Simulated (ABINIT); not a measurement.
# NaCl (Fm-3m): G0W0 in ABINIT against the plane-wave cutoff

Wanted: the cheapest plane-wave cutoff that holds the gap of NaCl (Fm-3m).

Calculated with ABINIT 10.8.3; PBE and many-body steps on it, plane waves.

The database entry behind the starting cell differs from later determinations by our own check (an axis about 0.4 % short against later determinations), so it need not match the best structure at ambient conditions.

## 1. The structure

It takes space group Fm-3m (No. 225, cubic). Conventional cell: a = 5.620 Å, b = 5.620 Å, c = 5.620 Å, α = 90.00°, β = 90.00°, γ = 90.00°. Na has 6 Cl at 2.81 Å nearest. Cl has 6 Na at 2.81 Å nearest. Farther neighbours and most contacts between anions are not listed.

Structure file:

```cif
data_structure
_symmetry_space_group_name_H-M 'Fm-3m'
_symmetry_Int_Tables_number 225
_cell_length_a 5.6200
_cell_length_b 5.6200
_cell_length_c 5.6200
_cell_angle_alpha 90.000
_cell_angle_beta 90.000
_cell_angle_gamma 90.000
_cell_volume 177.50
loop_
_atom_site_label
_atom_site_type_symbol
_atom_site_symmetry_multiplicity
_atom_site_Wyckoff_symbol
_atom_site_fract_x
_atom_site_fract_y
_atom_site_fract_z
_atom_site_occupancy
Na1 Na 4 a 0.00000 0.00000 0.00000 1
Cl1 Cl 4 b 0.50000 0.00000 0.00000 1
```

The cell and positions come from the Crystallography Open Database and are kept as given unless a step says otherwise.

## 2. Empty states on the mesh, 4×4×4 mesh, 301 bands

This step: ABINIT 10.8.3; DFT, PBE, plane waves, norm-conserving pseudopotentials.

The sums over transitions need many empty states on a uniform mesh; this step solves for them.

run.abi

```
acell 3*1.0 Angstrom
rprim 
  0.000000000000 2.810000000000 2.810000000000
  2.810000000000 0.000000000000 2.810000000000
  2.810000000000 2.810000000000 0.000000000000
ntypat 2
znucl 11 17
natom 2
typat 1 2
xred 
  0.000000000000 0.000000000000 0.000000000000
  0.500000000000 0.500000000000 0.500000000000
pp_dirpath "pseudos"
pseudos "Na.upf, Cl.upf"
ecut 38
ngkpt 4 4 4
nshiftk 1
shiftk 0 0 0
kptopt 1
chksymbreak 0
irdden 1
istwfk *1
nband 301
prtvol 0
optdriver 6
gwr_task "HDIAGO"
paral_kgb 0
occopt 1
indata_prefix "in"
outdata_prefix "out"
tmpdata_prefix "tmp"
```

Run with:

```sh
$ OMP_NUM_THREADS=1 mpirun -n 4 abinit run.abi > log
```

Numbers of over 12 decimals in the logs are rounded to 6 here.

The program printed:

```text
.Version 10.8.3 of ABINIT. v10.8.2 released Aug 2026.

 Symmetries : space group Fm -3 m (#225); Bravais cF (face-center cubic)
[... echo of the input left out ...]
== DATASET  1 ==================================================================
-   mpi_nproc: 4, omp_nthreads: 1 (-1 if OMP is not activated)

--- !DatasetInfo
iteration_state: {dtset: 1, }
dimensions: {natom: 2, nkpt: 8, mband: 301, nsppol: 1, nspinor: 1, nspden: 1, mpw: 3383, }
cutoff_energies: {ecut:  38.0, pawecutdg:  -1.0, }
[...]
Direct band gap semiconductor
 Fundamental gap:     5.150 (eV)
   VBM:    -0.539 (eV) at k: [ 0.0000E+00,  0.0000E+00,  0.0000E+00]
   CBM:     4.611 (eV) at k: [ 0.0000E+00,  0.0000E+00,  0.0000E+00]
 Direct gap:         5.150 (eV) at k: [ 0.0000E+00,  0.0000E+00,  0.0000E+00]

== END DATASET(S) ==============================================================
================================================================================

 -outvars: echo values of variables after computation  --------
           etotal      0.0000000000E+00
            nband         301
             nkpt           8
          spgroup         225
 [... the other variables as echoed above ...]

 Calculation completed.
```

Elapsed: 67 s, on 4 MPI ranks of Arm Neoverse V1, shared host; peak memory 2.7 GiB; 4.5 min of CPU time.

This step gave:

```yaml
gap: 5.150 eV
k_of_the_valence_top: 0, 0, 0
k_of_the_conduction_bottom: 0, 0, 0
least_direct_gap: 5.150 eV
k_points_computed: 8
lowest_point_of_the_top_converged_band_above_the_valence_top: 190.7747 eV
```

On this mesh the gap is 5.150 eV.

The density comes from a self-consistent run that is not shown.

## 3. Empty states on the mesh, 4×4×4 mesh, 88 bands

run.abi: that of step 2 with these lines changed.

```diff
@@ -14,3 +14,3 @@
 pseudos "Na.upf, Cl.upf"
-ecut 38
+ecut 23
 ngkpt 4 4 4
@@ -22,3 +22,3 @@
 istwfk *1
-nband 301
+nband 88
 prtvol 0
```

The program printed:

```text
[banner, memory and clock lines left out]
.Version 10.8.3 of ABINIT. v10.8.2 released Aug 2026.

 Symmetries : space group Fm -3 m (#225); Bravais cF (face-center cubic)
[... echo of the input left out ...]
== DATASET  1 ==================================================================
-   mpi_nproc: 4, omp_nthreads: 1 (-1 if OMP is not activated)

--- !DatasetInfo
iteration_state: {dtset: 1, }
dimensions: {natom: 2, nkpt: 8, mband: 88, nsppol: 1, nspinor: 1, nspden: 1, mpw: 1604, }
cutoff_energies: {ecut:  23.0, pawecutdg:  -1.0, }
[...]
Integrated=    1.6000E+01

 === KS gaps after direct diagonalization ===
 Direct band gap semiconductor
 Fundamental gap:     5.076 (eV)
   VBM:    -0.525 (eV) at k: [ 0.0000E+00,  0.0000E+00,  0.0000E+00]
   CBM:     4.551 (eV) at k: [ 0.0000E+00,  0.0000E+00,  0.0000E+00]
 Direct gap:         5.076 (eV) at k: [ 0.0000E+00,  0.0000E+00,  0.0000E+00]

== END DATASET(S) ==============================================================

 -outvars: echo values of variables after computation  --------
           etotal      0.0000000000E+00
            nband          88
             nkpt           8
          spgroup         225
 [... the other variables as echoed above ...]

 Calculation completed.
```

Wall time 10 s (4 MPI ranks); peak memory 0.78 GiB.

Numbers from this step:

```yaml
gap: 5.076 eV
k_of_the_valence_top: 0, 0, 0
k_of_the_conduction_bottom: 0, 0, 0
least_direct_gap: 5.076 eV
k_points_computed: 8
lowest_point_of_the_top_converged_band_above_the_valence_top: 76.1359 eV
```

On this mesh the gap is 5.076 eV.

## 4. Empty states on the mesh, 4×4×4 mesh, 88 bands

run.abi: that of step 3 with these lines changed.

```diff
@@ -14,3 +14,3 @@
 pseudos "Na.upf, Cl.upf"
-ecut 23
+ecut 30
 ngkpt 4 4 4
```

The program printed:

```text
[banner, memory and clock lines left out]
.Version 10.8.3 of ABINIT. v10.8.2 released Aug 2026.

 Symmetries : space group Fm -3 m (#225); Bravais cF (face-center cubic)
[... echo of the input left out ...]
== DATASET  1 ==================================================================
-   mpi_nproc: 4, omp_nthreads: 1 (-1 if OMP is not activated)

--- !DatasetInfo
iteration_state: {dtset: 1, }
dimensions: {natom: 2, nkpt: 8, mband: 88, nsppol: 1, nspinor: 1, nspden: 1, mpw: 2397, }
cutoff_energies: {ecut:  30.0, pawecutdg:  -1.0, }
[...]
Integrated=    1.6000E+01

 === KS gaps after direct diagonalization ===
 Direct band gap semiconductor
 Fundamental gap:     5.141 (eV)
   VBM:    -0.538 (eV) at k: [ 0.0000E+00,  0.0000E+00,  0.0000E+00]
   CBM:     4.604 (eV) at k: [ 0.0000E+00,  0.0000E+00,  0.0000E+00]
 Direct gap:         5.141 (eV) at k: [ 0.0000E+00,  0.0000E+00,  0.0000E+00]

== END DATASET(S) ==============================================================

 -outvars: echo values of variables after computation  --------
           etotal      0.0000000000E+00
            nband          88
             nkpt           8
          spgroup         225
 [... the other variables as echoed above ...]

 Calculation completed.
```

Elapsed: 26 s, on 4 MPI ranks; peak memory 1.4 GiB; 1.7 min of CPU time.

Numbers from this step:

* gap: 5.141 eV
* k of the valence top: 0, 0, 0
* k of the conduction bottom: 0, 0, 0
* least direct gap: 5.141 eV
* k points computed: 8
* lowest point of the top converged band, above the valence top: 76.1504 eV

On this mesh the gap is 5.141 eV.

## 5. Empty states on the mesh, 4×4×4 mesh, 88 bands

run.abi: that of step 4 with these lines changed.

```diff
@@ -14,3 +14,3 @@
 pseudos "Na.upf, Cl.upf"
-ecut 30
+ecut 48
 ngkpt 4 4 4
@@ -20,2 +20,3 @@
 chksymbreak 0
+iscf -2
 irdden 1
@@ -23,7 +24,6 @@
 nband 88
+nbdbuf 8
+tolwfr 1e-09
+nstep 60
 prtvol 0
-optdriver 6
-gwr_task "HDIAGO"
-paral_kgb 0
-occopt 1
 indata_prefix "in"
```

The program printed:

```text
.Version 10.8.3 of ABINIT. v10.8.2 released Aug 2026.

 Symmetries : space group Fm -3 m (#225); Bravais cF (face-center cubic)
[... echo of the input left out ...]
== DATASET  1 ==================================================================
-   mpi_nproc: 4, omp_nthreads: 1 (-1 if OMP is not activated)

--- !DatasetInfo
iteration_state: {dtset: 1, }
dimensions: {natom: 2, nkpt: 8, mband: 88, nsppol: 1, nspinor: 1, nspden: 1, mpw: 4801, }
cutoff_energies: {ecut:  48.0, pawecutdg:  -1.0, }
[...]
2.80422    2.88678    2.90830    2.90830    2.90830    2.91870    2.91870    2.91870
   3.02475    3.02475    3.02475    3.04582    3.10899    3.10900    3.18380    3.19373
 prteigrs : prtvol=0 or 1, do not print more k-points.

== END DATASET(S) ==============================================================
================================================================================

 -outvars: echo values of variables after computation  --------
            nband          88
             nkpt           8
          spgroup         225
 [... the other variables as echoed above ...]

 Calculation completed.
```

Elapsed: 21 s, on 4 MPI ranks; peak memory 0.33 GiB; 82 s of CPU time.

This step gave:

```yaml
gap: 5.150 eV
k_of_the_valence_top: 0, 0, 0
k_of_the_conduction_bottom: 0, 0, 0
least_direct_gap: 5.150 eV
k_points_computed: 8
lowest_point_of_the_top_converged_band_above_the_valence_top: 76.1511 eV
```

On this mesh the gap is 5.150 eV.

## 6. Screening, 4×4×4 mesh, 80 bands, screening to 163.3 eV

The RPA dielectric matrix is built and inverted for each q.

This step: RPA screening on PBE, plane waves, norm-conserving pseudopotentials.

run.abi: that of step 5 with these lines changed.

```diff
@@ -14,3 +14,3 @@
 pseudos "Na.upf, Cl.upf"
-ecut 48
+ecut 23
 ngkpt 4 4 4
@@ -20,10 +20,11 @@
 chksymbreak 0
-iscf -2
-irdden 1
 istwfk *1
-nband 88
-nbdbuf 8
-tolwfr 1e-09
-nstep 60
-prtvol 0
+occopt 1
+irdwfk 1
+optdriver 3
+nband 80
+ecuteps 6
+inclvkb 2
+awtr 1
+symchi 1
 indata_prefix "in"
```

The program printed:

```text
.Version 10.8.3 of ABINIT. v10.8.2 released Aug 2026.

 Symmetries : space group Fm -3 m (#225); Bravais cF (face-center cubic)
[... echo of the input left out ...]
== DATASET  1 ==================================================================
-   mpi_nproc: 4, omp_nthreads: 1 (-1 if OMP is not activated)

--- !DatasetInfo
iteration_state: {dtset: 1, }
dimensions: {natom: 2, nkpt: 8, mband: 80, nsppol: 1, nspinor: 1, nspden: 1, mpw: 1604, }
cutoff_energies: {ecut:  23.0, pawecutdg:  -1.0, }
electrons: {nelect:   1.60000000E+01, charge:   0.00000000E+00, occopt:   1.00000000E+00, tsmear:   1.00000000E-02, }

 SCREENING: Calculation of the susceptibility and dielectric matrices

 Based on a program developped by R.W. Godby, V. Olevano, G. Onida, and L. Reining.
 Incorporated in ABINIT by V. Olevano, G.-M. Rignanese, and M. Torrent.
.Using double precision arithmetic ; gwpc =  8

[... cell and pseudopotentials left out ...]
--------------------------------------------------------------------------------

 ==== K-mesh for the wavefunctions ====
 Number of points in the irreducible wedge :     8
[... list of points left out ...]
 Together with 48 symmetry operations and time-reversal symmetry
 yields    64 points in the full Brillouin Zone.

 ==== Q-mesh for the screening function ====
 Number of points in the irreducible wedge :     8
[... list of points left out ...]
 Together with 48 symmetry operations and time-reversal symmetry
 yields    64 points in the full Brillouin Zone.

 setmesh: FFT mesh size selected  =    25x   25x   25
          total number of points  =        15625

 vcoul_init : cutoff-mode = AUXILIARY_FUNCTION
 q-points for optical limit:   1
     1)      0.000010    0.000020    0.000030

- screening: taking advantage of time-reversal symmetry
- Maximum band index for partially occupied states nbvw = 8
- Remaining bands to be divided among processors   nbcw = 72
- Number of bands treated by each node ~18

 Number of electrons calculated from density =   16.0000; Expected =   16.0000
 average of density, n =  0.053429
 r_s =    1.6471
 omega_plasma =   22.2968 [eV]

 calculating chi0 at frequencies [eV] :
  1    0.000000E+00    0.000000E+00
  2    0.000000E+00    2.229681E+01

--------------------------------------------------------------------------------
  q-point number  1        q = ( 0.000000, 0.000000, 0.000000) [r.l.u.]
--------------------------------------------------------------------------------
[... chi0 elements left out ...]
 For q-point:  0.000010 0.000020 0.000030
  dielectric constant =   2.3937
  dielectric constant without local fields =   2.8083

  Average fulfillment of the sum rule on Im[epsilon] for q-point    1 :     56.37  [%]
[... wings left out ...]
  q-point number  2        q = ( 0.250000, 0.000000, 0.000000) [r.l.u.]
--------------------------------------------------------------------------------
[... chi0 elements left out ...]
  Average fulfillment of the sum rule on Im[epsilon] for q-point    2 :     65.94  [%]

 [... 6 further q-points ...]
```

Run time: 9.9 s. Hardware: 4 MPI ranks; peak memory 0.51 GiB; 39 s of CPU time.

This step gave:

```yaml
eps_infinity_with_local_fields_on_this_mesh_along_the_program_s_q_direction: 2.394
the_same_without_local_fields: 2.808
plasma_frequency: 22.30 eV
plane_waves_in_the_screening_matrix: 181
```

Local fields lower ε∞ by 15 %. On a Γ-centred mesh this coarse the value itself is usually too large, while a short band sum pulls it down.

## 7. 23 Ha

This step: G0W0 on PBE, plane waves, norm-conserving pseudopotentials.

run.abi: that of step 6 with these lines changed.

```diff
@@ -23,8 +23,15 @@
 irdwfk 1
-optdriver 3
+optdriver 4
 nband 80
+gwcalctyp 0
+ecutsigx 23
+symsigma 1
+nkptgw 1
+kptgw 
+  0.0000000000 0.0000000000 0.0000000000
+bdgw 
+  6 12
 ecuteps 6
-inclvkb 2
-awtr 1
-symchi 1
+irdscr 1
+ppmodel 1
 indata_prefix "in"
```

The program printed:

```text
.Version 10.8.3 of ABINIT. v10.8.2 released Aug 2026.

 Symmetries : space group Fm -3 m (#225); Bravais cF (face-center cubic)
[... echo of the input left out ...]
== DATASET  1 ==================================================================
-   mpi_nproc: 4, omp_nthreads: 1 (-1 if OMP is not activated)

--- !DatasetInfo
iteration_state: {dtset: 1, }
dimensions: {natom: 2, nkpt: 8, mband: 80, nsppol: 1, nspinor: 1, nspden: 1, mpw: 1604, }
cutoff_energies: {ecut:  23.0, pawecutdg:  -1.0, }
electrons: {nelect:   1.60000000E+01, charge:   0.00000000E+00, occopt:   1.00000000E+00, tsmear:   1.00000000E-02, }

 SIGMA: Calculation of the GW corrections

 Based on a program developped by R.W. Godby, V. Olevano, G. Onida, and L. Reining.
 Incorporated in ABINIT by V. Olevano, G.-M. Rignanese, and M. Torrent.
.Using double precision arithmetic ; gwpc =  8

[... cell and pseudopotentials left out ...]
--------------------------------------------------------------------------------

 ==== K-mesh for the wavefunctions ====
 Number of points in the irreducible wedge :     8
[... list of points left out ...]
 Together with 48 symmetry operations and time-reversal symmetry
 yields    64 points in the full Brillouin Zone.

 ==== Q-mesh for screening function ====
 Number of points in the irreducible wedge :     8
[... list of points left out ...]
 Together with 48 symmetry operations and time-reversal symmetry
 yields    64 points in the full Brillouin Zone.

 vcoul_init : cutoff-mode = AUXILIARY_FUNCTION
 q-points for optical limit:   1
     1)      0.000010    0.000020    0.000030
 setmesh: FFT mesh size selected  =    36x   36x   36
          total number of points  =        46656

 Number of electrons calculated from density =   16.0000; Expected =   16.0000
 average of density, n =  0.053429
 r_s =    1.6471
 omega_plasma =   22.2968 [eV]

 === KS Band Gaps ===
  >>>> For spin  1
   Minimum direct gap =   5.0758 [eV], located at k-point      :   0.0000  0.0000  0.0000
   Fundamental gap    =   5.0758 [eV], Top of valence bands at :   0.0000  0.0000  0.0000
                                       Bottom of conduction at :   0.0000  0.0000  0.0000
 SIGMA fundamental parameters:
 PLASMON POLE MODEL  1
 number of plane-waves for SigmaX                 1591
 number of plane-waves for SigmaC and W            181
 number of plane-waves for wavefunctions          1591
 number of bands                                    80
 number of independent spin polarizations            1
 number of spinorial components                      1
 number of k-points in IBZ                           8
 number of q-points in IBZ                           8
 number of symmetry operations                      48
 number of k-points in BZ                           64
 number of q-points in BZ                           64
 number of frequencies for dSigma/dE                 9
 frequency step for dSigma/dE [eV]                0.25
 number of omega for Sigma on real axis              0
 max omega for Sigma on real axis  [eV]           0.00
 zcut for avoiding poles [eV]                     0.10

 EPSILON^-1 parameters (SCR file):
 dimension of the eps^-1 matrix on file            181
 dimension of the eps^-1 matrix used               181
 number of plane-waves for wavefunctions          1591
 number of bands                                    80
 number of q-points in IBZ                           8
 number of frequencies                               2
 number of real frequencies                          1
 number of imag frequencies                          1

 matrix elements of self-energy operator (all in [eV])

 Perturbative Calculation

--- !SelfEnergy_ee
iteration_state: {dtset: 1, }
kpoint     : [   0.000,    0.000,    0.000, ]
spin       : 1
KS_gap     :    5.076
QP_gap     :    7.928
Delta_QP_KS:    2.852
data: !SigmaeeData |
     Band     E0 <VxcDFT>   SigX SigC(E0)      Z dSigC/dE  Sig(E)    E-E0       E
        6  -0.525 -14.492 -18.919   2.050   0.811  -0.233 -16.421  -1.929  -2.454
        7  -0.525 -14.492 -18.919   2.050   0.811  -0.233 -16.421  -1.929  -2.454
        8  -0.525 -14.492 -18.919   2.050   0.811  -0.233 -16.421  -1.929  -2.454
        9   4.551  -8.196  -4.148  -2.979   0.864  -0.157  -7.272   0.923   5.474
       10  10.518  -8.388  -3.594  -3.184   0.859  -0.164  -7.006   1.383  11.900
       11  10.518  -8.388  -3.594  -3.184   0.859  -0.164  -7.006   1.383  11.900
       12  10.518  -8.388  -3.594  -3.184   0.859  -0.164  -7.006   1.383  11.900

== END DATASET(S) ==============================================================
================================================================================

 -outvars: echo values of variables after computation  --------
           etotal      0.0000000000E+00
            nband          80
             nkpt           8
          spgroup         225
 [... the other variables as echoed above ...]

 Calculation completed.
```

Run time: 4 s. Hardware: 4 MPI ranks; peak memory 0.46 GiB; 16 s of CPU time.

Numbers from this step:

* G0W0 gap on the points computed: 7.928 eV
* starting gap on the mesh: 5.076 eV
* k of the valence top: 0, 0, 0
* k of the conduction bottom: 0, 0, 0
* Z at the valence top: 0.811
* Z at the conduction bottom: 0.864
* least direct G0W0 gap on the computed points: 7.928 eV

(Part 1 of 2 ends here.)

[Paths, hosts, dates, memory and timing lines, banners, echoed tables and standing remarks are left out of the program output.]

[Logs are printed without paths, hosts, clocks, repeated set-up lines and the standing remarks that a program may print on its own settings, such as how far it seeks lower states.]

[Runs of the session that timed out or met a known fault of the program may be left out.]

[Hosts, paths, dates, database ids (printed as entryN), source tags and the programs' standing remarks are cut or masked in the printed files.]

[G0W0 gaps are taken among the corrected bands and points alone; a level outside them can change the order at an edge.]

[Where Ansatz stands beside ABINIT at settings called matched, ABINIT's density can come from a denser mesh and the files from another edition; pairs whose starting gaps differed by over 0.03 eV were left out, so agreement reads better than it is.]
